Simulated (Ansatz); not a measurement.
# MgS (P6_3mc) in Ansatz: further runs

Aim: see how the results for MgS move with the level of theory and the settings. Levels: PBE, LDA. Tasks: relaxation of cell and atoms.

Everything below comes from runs of Ansatz 0.2.0. Logs are shortened: lines on timing, memory, paths and dates and some standing lists are left out, and cuts for length are marked.

**1. The structure**

The structure is hexagonal, space group P6_3mc (No. 186). Conventional cell: a = 4.035 Å, b = 4.035 Å, c = 6.432 Å, α = 90.00°, β = 90.00°, γ = 120.00°. S (site symmetry 3m) is surrounded by 4 Mg at 2.45 to 2.47 Å. Mg (site symmetry 3m) is surrounded by 4 S at 2.45 to 2.47 Å.

The cell comes from a database or a generator and needn't be the stable form of this composition.

**2. Relaxation of cell and atoms, PBE**

File input.yaml:

```yaml
crystal:
  lattice:
    - [4.0346224068, 0.0, 0.0]
    - [-2.0173112034, 3.494085499, 0.0]
    - [0.0, 0.0, 6.43229418]
  atoms:
    - { symbol: S, position: [0.6666666667, 0.3333333333, 0.87924415] }
    - { symbol: S, position: [0.3333333333, 0.6666666667, 0.37924415] }
    - { symbol: Mg, position: [0.3333333333, 0.6666666667, 0.99575485] }
    - { symbol: Mg, position: [0.6666666667, 0.3333333333, 0.49575485] }
hamiltonian:
  xc: pbe
  pseudopotentials: { kind: paw }
kpoints:
  mp_grid: { grid: [6, 6, 3] }
scf:
  occupations: { method: fermi_dirac, width: 0.05 }
output:
  forces: true
  stress: true
  eigenvalues: true
  write_density: true
  write_potential: true
  elf: true
  volumetric_format: npy
relax:
  f_tol: 0.01
  max_steps: 40
  cell: { stress_tol: 0.05 }
```

Potentials or basis: Ansatz PAW.

Launch:

```console
ansatz run input.yaml --threads 2 --pin off --max-ram 5632MiB --backend cpu --events-out ev --progress --plain --runs-dir out
```

What it wrote:

```text
Warning: RAYON_NUM_THREADS=2 ignored (pool sized by the plan → 2); use --threads N
Engine: ansatz 0.2.0, aarch64-unknown-linux-gnu
Pseudopotentials: kind: paw
Pseudopotential: S, paw, valence charge 6, recommended cutoff 420 eV (normal), S.paw.azcp
Pseudopotential: Mg, paw, valence charge 10, recommended cutoff 420 eV (normal), Mg.paw.azcp
Functional definition: PBE
  parameter kappa = 0.804
  parameter beta = 0.06672455060314922
  exchange = pbe_x(kappa = kappa, mu = beta*pi^2/3)
  correlation = pbe_c(beta = beta)
Crystal: 4 atoms, lattice volume = 90.678 Å³
Basis set: ecut = 420 eV, 1785 PW (Γ), exchange–correlation on 54×54×90 points (8 copies of the dense FFT grid, shifted against one another)
Bands: 20, of which v1, the nominal top of the filled ones, is band 16 counted from 1 (15 counted from 0)
Symmetry: 12 space group operations
Space group: P63mc (ITA 186), of the structure as read, at distance tolerance 4.5e-5 Å
k-points: 14 of 108 (time reversal used)
Non-local potential: S, projectors of the file, l = 0: 2, l = 1: 2, l = 2: 2
Non-local potential: Mg, projectors of the file, l = 0: 3, l = 1: 2, l = 2: 1
PAW form: soft (Blöchl's): semilocal exchange-correlation on the pseudo side does not see the compensation charge
PAW one-centre angular grid: S, 110 points (default); XC on 64 Gauss nodes
PAW one-centre angular grid: Mg, 110 points (default); XC on 64 Gauss nodes
Initial density: superposition of atomic densities (neutral atoms: chi_scale 0, normalization atom), corrected by the library's trained network
Initial wavefunctions: pseudopotential atomic-orbital guess
Functional: x = pbe(κ = 0.804, μ = 0.2195149727645171), c = pbe(β = 0.06672455060314922)
SCF iter   1: F=—  HF=-5657.473000 eV  |F-HF|=—  |Δ(HF+E_count)|=         —  Δρ=5.98e-4  dr2=2.01e-4  ethr=1.77e-3  ⟨swp⟩=6.4  Hψ=1403  notcnv=0
preconditioner: auto → Resta (q_TF=auto, 2.294 Å⁻¹)  ε∞=3.5  [insulator: Δε(μ)=3.438 eV  Ē_g=9.845 eV  σ=0.050 eV  W_gap=1.00  n_scr=22 (ndim 8)  ℏωp=15.6 eV  f_vac=0.036  D(μ)=0.00/eV (n_scr^D=0)  ε∞_Penn≈3.5]
SCF iter   2: F=—  HF=-5657.469734 eV  |F-HF|=—  |Δ(HF+E_count)|=   3.27e-3  Δρ=3.58e-4  dr2=1.29e-4  ethr=6.27e-7  ⟨swp⟩=3.0  Hψ=667  notcnv=0
SCF iter   3: F=—  HF=-5657.469712 eV  |F-HF|=—  |Δ(HF+E_count)|=   2.18e-5  Δρ=2.15e-4  dr2=4.81e-5  ethr=4.03e-7  ⟨swp⟩=2.5  Hψ=369  notcnv=0
SCF iter   4: F=—  HF=-5657.469721 eV  |F-HF|=—  |Δ(HF+E_count)|=   9.49e-6  Δρ=8.11e-5  dr2=5.51e-6  ethr=1.50e-7  ⟨swp⟩=2.0  Hψ=448  notcnv=0
SCF iter   5: F=—  HF=-5657.469721 eV  |F-HF|=—  |Δ(HF+E_count)|=   6.88e-7  Δρ=2.67e-5  dr2=4.10e-7  ethr=1.72e-8  ⟨swp⟩=3.0  Hψ=476  notcnv=0
SCF iter   6: F=-5657.469721 eV  HF=-5657.469721 eV  |F-HF|=6.24e-8  |Δ(HF+E_count)|=   1.02e-7  Δρ=1.05e-5  dr2=9.16e-8  ethr=3.13e-10  ⟨swp⟩=9.5  Hψ=2013  notcnv=0
SCF 1 converged in 6 iterations: F = -5657.469721 eV  dr2 = 9.16e-8
relax step   1: F+E_penalty+E_count = -5657.46972065 eV  Δ(F+E_penalty+E_count) = +0.000e0 eV  max|allowed force component| = 4.776e-2 eV/Å  Δτ_max = 0.0000 Å  P = +1.072 GPa  Ω = 90.678 Å³  (6 SCF iters, dr2 threshold 1.00e-7 eV, accepted)
Crystal: 4 atoms, lattice volume = 91.896 Å³
Basis set: ecut = 420 eV, 1797 PW (Γ), exchange–correlation on 54×54×90 points (8 copies of the dense FFT grid, shifted against one another)
Initial density: handed on by an earlier stage of this run
Initial wavefunctions: those handed on with the density
iter 1 solved again at ethr=1.19e-6 eV; its pass at ethr=3.10e-3 eV (dr2=3.80e-4 eV) is discarded
SCF iter   1: F=—  HF=-5657.475390 eV  |F-HF|=—  |Δ(HF+E_count)|=         —  Δρ=5.25e-4  dr2=3.85e-4  ethr=1.19e-6  ⟨swp⟩=2.0  Hψ=1542  notcnv=0
preconditioner: auto → Resta (q_TF=auto, 2.288 Å⁻¹)  ε∞=3.5  [insulator: Δε(μ)=3.391 eV  Ē_g=9.792 eV  σ=0.050 eV  W_gap=1.00  n_scr=22 (ndim 8)  ℏωp=15.5 eV  f_vac=0.042  D(μ)=0.00/eV (n_scr^D=0)  ε∞_Penn≈3.5]
SCF iter   2: F=—  HF=-5657.475282 eV  |F-HF|=—  |Δ(HF+E_count)|=   1.07e-4  Δρ=3.00e-4  dr2=1.34e-4  ethr=1.19e-6  ⟨swp⟩=1.8  Hψ=418  notcnv=0
SCF iter   3: F=—  HF=-5657.475277 eV  |F-HF|=—  |Δ(HF+E_count)|=   5.07e-6  Δρ=6.10e-5  dr2=6.93e-6  ethr=4.20e-7  ⟨swp⟩=2.0  Hψ=358  notcnv=0
SCF iter   4: F=-5657.475284 eV  HF=-5657.475283 eV  |F-HF|=7.90e-7  |Δ(HF+E_count)|=   5.58e-6  Δρ=1.89e-5  dr2=3.52e-7  ethr=1.25e-9  ⟨swp⟩=7.9  Hψ=2126  notcnv=0
SCF 2 converged in 4 iterations: F = -5657.475284 eV  dr2 = 3.52e-7
relax step   2: F+E_penalty+E_count = -5657.47528378 eV  Δ(F+E_penalty+E_count) = -5.563e-3 eV  max|allowed force component| = 2.980e-2 eV/Å  Δτ_max = 0.0034 Å  P = +0.304 GPa  Ω = 91.896 Å³  energy of the carried Pulay correction = -2.784e-5 eV  (4 SCF iters, dr2 threshold 4.00e-7 eV, accepted)
Crystal: 4 atoms, lattice volume = 92.417 Å³
iter 1 solved again at ethr=3.58e-7 eV; its pass at ethr=3.10e-3 eV (dr2=1.15e-4 eV) is discarded
SCF iter   1: F=—  HF=-5657.476005 eV  |F-HF|=—  |Δ(HF+E_count)|=         —  Δρ=3.35e-4  dr2=1.11e-4  ethr=3.58e-7  ⟨swp⟩=2.4  Hψ=1533  notcnv=0
preconditioner: auto → Resta (q_TF=auto, 2.286 Å⁻¹)  ε∞=3.5  [insulator: Δε(μ)=3.375 eV  Ē_g=9.769 eV  σ=0.050 eV  W_gap=1.00  n_scr=22 (ndim 8)  ℏωp=15.5 eV  f_vac=0.042  D(μ)=0.00/eV (n_scr^D=0)  ε∞_Penn≈3.5]
SCF iter   2: F=—  HF=-5657.475975 eV  |F-HF|=—  |Δ(HF+E_count)|=   3.03e-5  Δρ=1.89e-4  dr2=3.75e-5  ethr=3.46e-7  ⟨swp⟩=1.0  Hψ=280  notcnv=0
SCF iter   3: F=—  HF=-5657.475979 eV  |F-HF|=—  |Δ(HF+E_count)|=   4.94e-6  Δρ=3.16e-5  dr2=1.68e-6  ethr=1.17e-7  ⟨swp⟩=2.1  Hψ=381  notcnv=0
SCF iter   4: F=-5657.475981 eV  HF=-5657.475981 eV  |F-HF|=1.92e-7  |Δ(HF+E_count)|=   1.37e-6  Δρ=1.04e-5  dr2=1.17e-7  ethr=9.59e-10  ⟨swp⟩=10.2  Hψ=2169  notcnv=0
SCF 3 converged in 4 iterations: F = -5657.475981 eV  dr2 = 1.17e-7
  Residual-converged pass: ⟨swp⟩=1.0  Hψ=336  notcnv=0  max |occ|·‖R‖ = 7.0e-9 eV (tolerance 1.0e-8 eV)  dr2=1.17e-7  dr2_onsite=1.24e-8  max |Δocc| = 2.7e-25
relax step   3: F+E_penalty+E_count = -5657.47598103 eV  Δ(F+E_penalty+E_count) = -6.972e-4 eV  max|allowed force component| = 7.851e-3 eV/Å  Δτ_max = 0.0036 Å  P = -0.003 GPa  Ω = 92.417 Å³  energy of the carried Pulay correction = -3.963e-5 eV  (4 SCF iters, dr2 threshold 3.07e-7 eV, accepted)
Basis set: ecut = 420 eV, 1797 PW (Γ), exchange–correlation on 60×60×90 points (8 copies of the dense FFT grid, shifted against one another)
Initial wavefunctions: pseudopotential atomic-orbital guess (no wavefunctions were taken with the density)
iter 1 solved again at ethr=5.04e-7 eV; its pass at ethr=3.10e-3 eV (dr2=1.61e-4 eV) is discarded
SCF iter   1: F=—  HF=-5657.476016 eV  |F-HF|=—  |Δ(HF+E_count)|=         —  Δρ=3.06e-5  dr2=1.34e-7  ethr=5.04e-7  ⟨swp⟩=3.1  Hψ=2099  notcnv=0
eigensolver tolerance schedule: the retry pair's looser diagonalisation over-reported the residual by 1200.54 of it (diagonalisation noise at 0.24 of the residual, at the tolerance the schedule requests for it); recorded, not acted on — ethr = c·dr2/N_el stays at c = 1.0e-1
preconditioner: auto → Resta (q_TF=auto, 2.286 Å⁻¹)  ε∞=3.5  [insulator: Δε(μ)=3.374 eV  Ē_g=9.769 eV  σ=0.050 eV  W_gap=1.00  n_scr=22 (ndim 8)  ℏωp=15.5 eV  f_vac=0.040  D(μ)=0.00/eV (n_scr^D=0)  ε∞_Penn≈3.5]
SCF iter   2: F=—  HF=-5657.476013 eV  |F-HF|=—  |Δ(HF+E_count)|=   3.37e-6  Δρ=1.59e-5  dr2=6.16e-8  ethr=4.20e-10  ⟨swp⟩=2.0  Hψ=469  notcnv=0
SCF iter   3: F=—  HF=-5657.476020 eV  |F-HF|=—  |Δ(HF+E_count)|=   6.99e-6  Δρ=2.73e-6  dr2=8.02e-9  ethr=1.93e-10  ⟨swp⟩=2.0  Hψ=392  notcnv=0
SCF iter   4: F=—  HF=-5657.476020 eV  |F-HF|=—  |Δ(HF+E_count)|=   6.14e-8  Δρ=2.03e-6  dr2=1.10e-9  ethr=2.51e-11  ⟨swp⟩=2.0  Hψ=361  notcnv=0
SCF iter   5: F=-5657.476020 eV  HF=-5657.476020 eV  |F-HF|=2.86e-10  |Δ(HF+E_count)|=   1.05e-7  Δρ=2.00e-7  dr2=3.70e-11  ethr=1.00e-12  ⟨swp⟩=5.1  Hψ=1481  notcnv=0
SCF 4 converged in 5 iterations: F = -5657.476020 eV  dr2 = 3.70e-11
relax step   4: F+E_penalty+E_count = -5657.47601998 eV  Δ(F+E_penalty+E_count) = -3.895e-5 eV  max|allowed force component| = 7.896e-3 eV/Å  Δτ_max = 0.0000 Å  P = -0.003 GPa  Ω = 92.417 Å³  stress off target by 1.84e-2 GPa  SCF on the basis re-selected at this cell (its energy is not comparable with the rows above)  (5 SCF iters)
basis re-selected at this cell: Δ(F+E_penalty+E_count) = -3.895e-5 eV, ΔP = +0.001 GPa vs the last step (what re-selecting the basis moved, of the pressure what is left beyond the Pulay correction that the steps carried, after the strain that the cell walked since its last selection, with what the two solves' SCF thresholds leave and, on support functions, any second-order correction that the steps lacked; it is no measure of the basis error at this ecutwfc). The dense FFT grid was sized anew with the basis: this SCF ran on 30×30×45 points, the steps before it on 27×27×45, so part of this shift can come from that change (see relax.cell in the input reference). This SCF's stress stands 1.84e-2 GPa from its target on what of the cell is left free (relax.cell.stress_tol is 5.00e-2 GPa) and its largest allowed force component is 7.90e-3 eV/Å (relax.f_tol is 1.00e-2 eV/Å): within both
SCF converged after 5 iterations
Free energy (F): -5657.476020 eV
Harris-Foulkes:  -5657.476020 eV  (|F-HF|=2.86e-10)
Internal energy: -5657.476020 eV  (E = F + TS)
E sigma→0 (E₀):  -5657.476020 eV
Fermi energy:    4.788483 eV
--- Per-component energies (eV) ---
  E_band       = -745.218366
  E_kinetic    = 367.505869
  E_local      = -3789.775858  (includes V_loc(G=0)·N_el)
  E_nonlocal   = 247.112158
  E_hartree    = 1373.938783
  E_xc         = -253.886409
  E_vxc        = -251.789479  (∫ρ·V_xc dr)
  E_paw        = -1785.643464  (= ΣΔE_a)
  E_vpaw       = -66.148803  (= ΣTr[D̂ρ^β])
  E_aug_tail   = -0.000004  (compensation charges beyond the density's cutoff)
  E_ewald      = -1816.727094
  E_smearing   = -0.000000  (= −TS)
  E_closure    = -0.000000  (closes the sum)
  Σ components = -5657.476020   (vs F -5657.476020, Δ=0.00e0)
--- Forces (eV/Å), atoms counted from 1 ---
  atom   1  S      0.00000000     0.00000000    -0.00789606
  atom   2  S      0.00000000    -0.00000000    -0.00789606
  atom   3  Mg     0.00000000    -0.00000000     0.00789503
  atom   4  Mg    -0.00000000     0.00000000     0.00789503
  max |Σ_I F_I| component: 2.07e-6 eV/Å
--- Stress (GPa, compression-positive) ---
        0.005050       0.000000      -0.000000
        0.000000       0.005050      -0.000000
       -0.000000      -0.000000      -0.018369
  P = ⅓ Tr σ = -0.0028 GPa (-0.028 kbar)
--- Band table (eV; the first three rows and the last of 14) ---
  k-point 0: bands = ["-70.8548", "-70.8547", "-37.6137", "-37.6113", "-37.6083", "-37.6083", "-37.6079", "-37.6079", "-8.2354", "-7.5371", "-0.0501", "2.5591", "2.5591", "2.9619", "2.9619", "3.0833", "6.4570", "7.7461", "10.5552", "10.5552"]
  k-point 1: bands = ["-70.8548", "-70.8547", "-37.6131", "-37.6119", "-37.6082", "-37.6082", "-37.6080", "-37.6080", "-8.0799", "-7.7334", "0.5532", "2.0013", "2.6548", "2.6548", "2.8561", "2.8561", "7.4797", "7.9533", "10.5397", "10.5397"]
  k-point 2: bands = ["-70.8548", "-70.8547", "-37.6136", "-37.6114", "-37.6087", "-37.6085", "-37.6083", "-37.6080", "-8.1064", "-7.4752", "0.1575", "1.8163", "2.1901", "2.3600", "2.8970", "2.9747", "7.3892", "8.4884", "10.0042", "10.4928"]
  k-point 13: bands = ["-70.8547", "-70.8547", "-37.6125", "-37.6125", "-37.6093", "-37.6093", "-37.6092", "-37.6089", "-7.4164", "-7.4164", "0.4563", "0.4563", "0.9287", "1.4547", "2.4099", "2.4099", "8.7653", "9.1276", "9.1276", "9.9270"]
--- Relaxed structure (3 steps of the walk, 3 accepted, 1 SCFs on fresh bases) ---
  F+E_penalty+E_count = -5657.47601998 eV   max|allowed force component| = 7.896e-3 eV/Å   (the final SCF, on the basis selected at the relaxed cell)
  cell:  # Å, volume = 92.4165 Å³
    - [4.05551595031231, -2.3061170366121473e-34, -5.765292591530368e-35]
    - [-2.027757975156155, 3.5121798384234495, -4.606688471008096e-35]
    - [-9.191456905563048e-35, -4.595728452781524e-35, 6.4882363014845135]
  atoms:
    - { symbol: S, position: [0.6666666666666666, 0.33333333333333326, 0.8781670743910865] }
    - { symbol: S, position: [0.33333333333333326, 0.6666666666666665, 0.37816707439108666] }
    - { symbol: Mg, position: [0.33333333333333326, 0.6666666666666665, 0.9968319256089134] }
    - { symbol: Mg, position: [0.6666666666666666, 0.33333333333333326, 0.4968319256089135] }
```

Run time: 4.7 s. Hardware: 2 threads of Arm Neoverse V2, shared host; peak memory 0.35 GiB.

What came out:

| Item | Value |
| --- | --- |
| Free energy | -5657.4760 eV |
| Relaxed volume | 23.10 Å³/atom |
| Relaxed cell | a = 4.056 Å, b = 4.056 Å, c = 6.488 Å, α = 90.00°, β = 90.00°, γ = 120.00° |
| Space group after relaxing (to 0.05 Å) | P6_3mc (No. 186) |
| Energy gained by relaxing | 1.6 meV/atom |
| Ionic steps | 4 |
| Pressure after relaxing | 0.0 GPa |
| Largest force after relaxing | 0.008 eV/Å |
| Band gap on the k mesh | 3.37 eV, direct |

Forces in eV/Å, atoms in the order of the input:
```
S    0.000  0.000 -0.008
S    0.000  0.000 -0.008
Mg   0.000  0.000  0.008
Mg   0.000  0.000  0.008
```

The path:
| step | energy change (eV) | largest force (eV/Å) | volume (Å³) |
| --- | --- | --- | --- |
| 1 | 0.0000 | 0.0478 | 90.68 |
| 2 | -0.0056 | 0.0298 | 91.90 |
| 3 | -0.0063 | 0.0079 | 92.42 |
| 4 | -0.0063 | 0.0079 | 92.42 |

Final structure:
```yaml
crystal:
  lattice:
    - [4.05552, 0.00000, 0.00000]
    - [-2.02776, 3.51218, 0.00000]
    - [0.00000, 0.00000, 6.48824]
  atoms:
    - { symbol: S, position: [0.66667, 0.33333, 0.87817] }
    - { symbol: S, position: [0.33333, 0.66667, 0.37817] }
    - { symbol: Mg, position: [0.33333, 0.66667, 0.99683] }
    - { symbol: Mg, position: [0.66667, 0.33333, 0.49683] }
```

Levels at points of the mesh, in eV from the valence-band top:
| k point | band 13 | band 14 | band 15 | band 16 | band 17 | band 18 | band 19 | band 20 |
| --- | --- | --- | --- | --- | --- | --- | --- | --- |
| (0.00, 0.00, 0.00) | -0.52 | -0.12 | -0.12 | 0.00 | 3.37 | 4.66 | 7.47 | 7.47 |
| (0.00, -0.50, 0.00) | -1.82 | -1.18 | -0.89 | -0.43 | 4.75 | 5.20 | 5.75 | 7.47 |

Caveat: odd divisions of the mesh miss points on the zone boundary, where band edges often lie, so the gap on the mesh can be too wide; the plane-wave basis is chosen anew once the cell has moved, so the energies of steps on either side of that aren't comparable.

**3. Relaxation of cell and atoms, LDA**

input.yaml, as its differences from that of step 2:

```diff
@@ -11,3 +11,3 @@
 hamiltonian:
-  xc: pbe
+  xc: lda
   pseudopotentials: { kind: paw }
@@ -21,6 +21,2 @@
   eigenvalues: true
-  write_density: true
-  write_potential: true
-  elf: true
-  volumetric_format: npy
 relax:
```

Potentials or basis: Ansatz PAW.

Launch:

```console
ansatz run input.yaml --threads 2 --pin off --max-ram 5632MiB --backend cpu --events-out ev --progress --plain --runs-dir out
```

Wall time 4.8 s (2 threads of Arm Neoverse V2, shared host); peak memory 0.33 GiB.

It converged, with:

- Free energy: -5548.0438 eV
- Relaxed volume: 21.86 Å³/atom
- Relaxed cell: a = 3.985 Å, b = 3.985 Å, c = 6.360 Å, α = 90.00°, β = 90.00°, γ = 120.00°
- Space group after relaxing (to 0.05 Å): P6_3mc (No. 186)
- Energy gained by relaxing: 5.5 meV/atom
- Ionic steps: 5
- Pressure after relaxing: 0.0 GPa
- Band gap on the k mesh: 3.35 eV, direct

Step by step:
```tsv
step	energy change (eV)	largest force (eV/Å)	volume (Å³)
1	0.0000	0.0519	90.68
2	-0.0202	0.0250	88.37
3	-0.0221	0.0105	87.49
4	-0.0222	0.0000	87.46
5	-0.0220	0.0000	87.46
```

Final structure:
```cif
data_structure
_symmetry_space_group_name_H-M 'P 1'
_symmetry_Int_Tables_number 1
_cell_length_a 3.9848
_cell_length_b 3.9848
_cell_length_c 6.3601
_cell_angle_alpha 90.000
_cell_angle_beta 90.000
_cell_angle_gamma 120.000
_cell_volume 87.46
loop_
_atom_site_label
_atom_site_type_symbol
_atom_site_fract_x
_atom_site_fract_y
_atom_site_fract_z
_atom_site_occupancy
S1 S 0.66667 0.33333 0.87840 1
S2 S 0.33333 0.66667 0.37840 1
Mg1 Mg 0.33333 0.66667 0.99660 1
Mg2 Mg 0.66667 0.33333 0.49660 1
```

Levels at points of the mesh, in eV from the valence-band top:
```tsv
k point	band 13	band 14	band 15	band 16	band 17	band 18	band 19	band 20
(0.00, 0.00, 0.00)	-0.58	-0.14	-0.14	0.00	3.35	4.56	7.36	7.36
(0.00, -0.50, 0.00)	-2.00	-1.30	-1.00	-0.47	4.51	5.02	5.70	7.34
```

Caveat: odd divisions of the mesh miss points on the zone boundary, where band edges often lie, so the gap on the mesh can be too wide; the plane-wave basis is chosen anew once the cell has moved, so the energies of steps on either side of that aren't comparable; the PAW data sets come from PBE, with cores solved anew for the run's functional, which leaves a small shift of forces and pressure. A hybrid or GW would open this gap; LDA tends to underestimate it.
